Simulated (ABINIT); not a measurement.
Input of an ABINIT 10.8.3 (patched build) run:

File run.abi:

```
# Datasets: one volume each
ndtset 7
scalecart1 3*0.9795861087
scalecart2 3*0.9864848297
scalecart3 3*0.9932883884
scalecart4 3*1.0000000000
scalecart5 3*1.0066227096
scalecart6 3*1.0131594038
scalecart7 3*1.0196128224

# Pseudopotentials
pp_dirpath "./"
pseudos "Bi.GGA_PBE-JTH.xml, Se.GGA_PBE-JTH.xml"

# Structure
acell 3*1.0 Angstrom
rprim
     2.0715000000     1.1959810826     9.5453333333
    -2.0715000000     1.1959810826     9.5453333333
     0.0000000000    -2.3919621653     9.5453333333
ntypat 2
znucl 83 34
natom 5
typat 1 1 2 2 2
xred
     0.5992000000     0.5992000000     0.5992000000
     0.4008000000     0.4008000000     0.4008000000
     0.7883000000     0.7883000000     0.7883000000
     0.2117000000     0.2117000000     0.2117000000
     0.0000000000     0.0000000000     0.0000000000

# Plane-wave basis
ecut 598.650497 eV
pawecutdg 44.0
pawxcdev 0

# k points
kptopt 1
ngkpt 8 8 8
nshiftk 1
shiftk 0.0 0.0 0.0

# Exchange and correlation
ixc -116133

# Bands and occupations
nband 29
occopt 3
tsmear 0.00183747

# SCF cycle
nstep 100
tolvrs 1.0e-9

# Output
iomode 3
prtwf 0
prtden 0
prteig 0
prtebands 0
enunit 2
```

Potentials or basis: JTH PAW PBE v2.0.

Command:

```bash
$ mpirun --bind-to none -np 4 abinit run.abi > log 2>&1
```

(1) Predict the pressure derivative of the bulk modulus.

(2) Estimate the bulk modulus at fixed shape and positions.

(3) What does it give for the equilibrium volume?

Answers

(1) 4.5.

(2) 64 GPa.

(3) 28.24 Å³/atom.

Caveat: pressures at fixed basis lie under the slope of the energies; the cell was scaled at fixed shape and fractional positions, which overstates the stiffness of a crystal with free parameters, most of all of layers and chains; the PAW data sets were made with another functional, which shifts forces and pressure a little.
